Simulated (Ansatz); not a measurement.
## Relaxing AlN

Level of theory: DFT, PBE, scalar-relativistic, no spin polarisation; plane waves to 420 eV with PAW datasets (Ansatz 0.2.0), Γ-centred 14×14×14 mesh, 0.05 eV Gaussian smearing. The datasets are Ansatz's generated set soft_2.

The chain of runs began from a cell as deposited in COD, expanded in volume.

The first cell:

```
Al N
1.0
     0.00000    1.98457    1.98457
     1.98457    0.00000    1.98457
     1.98457    1.98457    0.00000
Al N
1 1
Direct
  0.00000 0.00000 0.00000
  0.50000 0.50000 0.50000
```

The first steps of the search for zero pressure:

| run | level | k-mesh | kind | V (Å³/atom) | P (GPa) | gap on the mesh (eV) |
| --- | --- | --- | --- | --- | --- | --- |
| 1 | PBE | 14×14×14 | fixed cell | 7.82 | 22.2 | 5.18 |
| 2 | PBE | 14×14×14 | fixed cell | 8.75 | -8.8 | 4.08 |

At which volume does PBE reach zero pressure?

8.43 Å³/atom, about 7.9 % over the start.

The steps that followed:

| run | level | k-mesh | kind | V (Å³/atom) | P (GPa) | E − E(final) (meV/atom) | gap on the mesh (eV) |
| --- | --- | --- | --- | --- | --- | --- | --- |
| 3 | PBE | 14×14×14 | fixed cell | 8.42 | 0.2 | 0.0 | 4.44 |
| 4 | PBE | 14×14×14 | fixed cell | 8.43 | 0.0 | 0.0 | 4.44 |

The cell is relaxed to zero pressure at this level.

The final structure (symmetry read at 0.01 Å). The structure is cubic, space group Fm-3m (No. 225). Conventional cell: a = 4.071 Å, b = 4.071 Å, c = 4.071 Å, α = 90.00°, β = 90.00°, γ = 90.00°. Al (site symmetry m-3m) is surrounded by 6 N at 2.04 Å. Around N (site symmetry m-3m) lie 6 Al at 2.04 Å. (Neighbours are counted to 15 % beyond the shortest distance.)

At the final geometry the gap, band path included, is 4.44 eV. The equation of state gives B0 = 252 GPa and B0′ = 3.7. Against the elements' standard states, run alike and uncorrected, the formation energy is -1.20 eV/atom. 

**What lies behind the numbers.**

Formal charges Al³⁺, N³⁻ balance and leave closed shells on every ion, so a band insulator is expected, and the gap is 4.44 eV.

Within 0.6 eV of the edges the projected states are 96 % N 2p at the top of the valence band and 85 % Al 3s at the bottom of the conduction band. The lowest excitation takes an electron from N back to Al, as in ionic insulators.

Semilocal functionals underestimate band gaps, commonly by a third or more.
